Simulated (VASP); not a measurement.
S: relaxation of cell and atoms with r2SCAN

S:

```
S
1.0
     1.63850    0.94599    0.86133
    -1.63850    0.94599    0.86133
     0.00000   -1.89198    0.86133
S
1
Direct
  0.00000 0.00000 0.00000
```

This isn't the form of S at room conditions, which is orthorhombic, of S8 rings.

```json
{
 "Program": "VASP 6.6.1",
 "Task": "relaxation of cell and atoms",
 "Functional": "r2SCAN",
 "Potentials or basis": "VASP PAW PBE potentials, release 64 (S)",
 "Cutoff": "600 eV",
 "k mesh": "19 × 19 × 19",
 "Occupations": "methfessel-paxton, width 0.1 eV",
 "Spin": "no spin polarisation",
 "Target pressure": "160 GPa",
 "Further INCAR settings": "ALGO = Normal; EDIFF = 1e-06; IBRION = 2; EDIFFG = -0.01; NSW = 90; ISIF = 3"
}
```

- Relaxed volume: 8.85 Å³/atom
- Relaxed cell: a = 2.141 Å, b = 2.141 Å, c = 2.141 Å, α = 103.39°, β = 103.39°, γ = 103.39°
- Space group after relaxing (to 0.05 Å): R-3m (No. 166)
- Energy change on relaxing (the enthalpy is what falls): -986.9 meV/atom
- Ionic steps: 10
- Pressure after relaxing: 159.9 GPa
- Band gap on the k mesh: none (metal or under the smearing width)

Step by step:
```tsv
step	energy change (eV)	largest force (eV/Å)	pressure (GPa)	volume (Å³)
1	0.0000	0.0000	216.86	8.01
2	-2.6981	0.0000	48.11	11.78
3	-1.0500	0.0000	154.74	8.92
4	-0.9679	0.0000	159.96	8.84
5	-0.9849	0.0000	158.83	8.86
6	-0.9949	0.0000	159.54	8.86
7	-0.9946	0.0000	159.44	8.86
8	-0.9947	0.0000	159.51	8.86
9	-0.9653	0.0000	161.33	8.83
10	-0.9869	0.0000	159.95	8.85
```

Final structure:
```yaml
crystal:
  lattice:
    - [1.67992, 0.96990, 0.90574]
    - [-1.67992, 0.96990, 0.90574]
    - [0.00000, -1.93981, 0.90574]
  atoms:
    - { symbol: S, position: [0.00000, 0.00000, 0.00000] }
```

Levels at points of the mesh, in eV from the Fermi level:
| k point | band 1 | band 2 | band 3 | band 4 | band 5 | band 6 | band 7 |
| --- | --- | --- | --- | --- | --- | --- | --- |
| (0.00, 0.00, 0.00) | -26.55 | 3.90 | 7.45 | 7.45 | 8.04 | 8.04 | 16.79 |

Wall time 10 min on 1 thread of AMD EPYC 9R45 96-Core Processor (Zen 5), on a shared host, peak memory 0.12 GiB.

Caveat: the cell is relaxed towards a set pressure, so the enthalpy falls and the energy may rise; the PAW data sets were made with another functional, which shifts forces and pressure a little. Zero-point motion and thermal expansion aren't in these numbers.
